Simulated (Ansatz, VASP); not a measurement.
## PbSe (Clausthalite) in VASP and in Ansatz

INCAR

```
PREC = Accurate
ENCUT = 600
EDIFF = 1E-7
ISMEAR = -1
SIGMA = 0.05
LREAL = False
LASPH = True
NELM = 80
ALGO = Normal
ISIF = 3
LWAVE = False
LCHARG = False
GGA = B5
ALDAX = 1.0
AGGAX = 1.0
AGGAC = 1.0
ALDAC = 0.0
IBRION = 2
NSW = 40
EDIFFG = -0.02
```

The input KPOINTS:

```
Automatic mesh
0
Gamma
  8 8 8
```

POSCAR

```
PbSe
1.0
    0.0000000000      3.0606500000      3.0606500000
    3.0606500000      0.0000000000      3.0606500000
    3.0606500000      3.0606500000      0.0000000000
Pb Se
1 1
Direct
    0.0000000000      0.0000000000      0.0000000000
    0.5000000000      0.5000000000      0.5000000000
```

File input.yaml:

```yaml
crystal:
  lattice:
    - [0.0, 3.06065, 3.06065]
    - [3.06065, 0.0, 3.06065]
    - [3.06065, 3.06065, 0.0]
  atoms:
    - { symbol: Pb, position: [0.0, 0.0, 0.0] }
    - { symbol: Se, position: [0.5, 0.5, 0.5] }
hamiltonian:
  xc: blyp
  pseudopotentials: { kind: paw }
kpoints:
  mp_grid: { grid: [8, 8, 8] }
scf:
  occupations: { method: fermi_dirac, width: 0.05 }
output:
  forces: true
  stress: true
relax:
  f_tol: 0.01
  max_steps: 40
  cell: { stress_tol: 0.05 }
```

Alike in both runs: task relaxation of cell and atoms; functional BLYP; k mesh 8 × 8 × 8; occupations fermi-dirac, width 0.05 eV; no spin polarisation.

```csv
,VASP,Ansatz
version,VASP 6.6.1,Ansatz 0.2.0
potentials or method,"VASP PAW PBE potentials, release 64 (Pb_d, Se)",Ansatz PAW
plane-wave cutoff (eV),600,420
valence electrons in the cell,20,30
```

VASP gave:

```
relaxed volume (Å³/atom)                                     : 32.20
relaxed cell length with the largest relative difference (Å) : 4.499
energy change over the relaxation (meV/atom)                 : -61
```

**Question.** Estimate Ansatz's values.

**Answer.** Relaxed volume (Å³/atom): 32.11; relaxed cell length with the largest relative difference (Å): 4.495; energy change over the relaxation (meV/atom): -57.

The two sets of potentials don't hold the same shells in valence.

Caveats: the volume moved by +12 % from the deposited cell, more than functionals usually miss; the PAW data sets were made with another functional, which shifts forces and pressure a little (VASP); the plane-wave basis is chosen anew once the cell has moved, so the energies of steps on either side of that aren't comparable (Ansatz); the PAW data sets come from PBE, with cores solved anew for the run's functional, which leaves a small shift of forces and pressure (Ansatz). A k mesh can miss the band edges. Zero-point motion and thermal expansion aren't in these numbers.
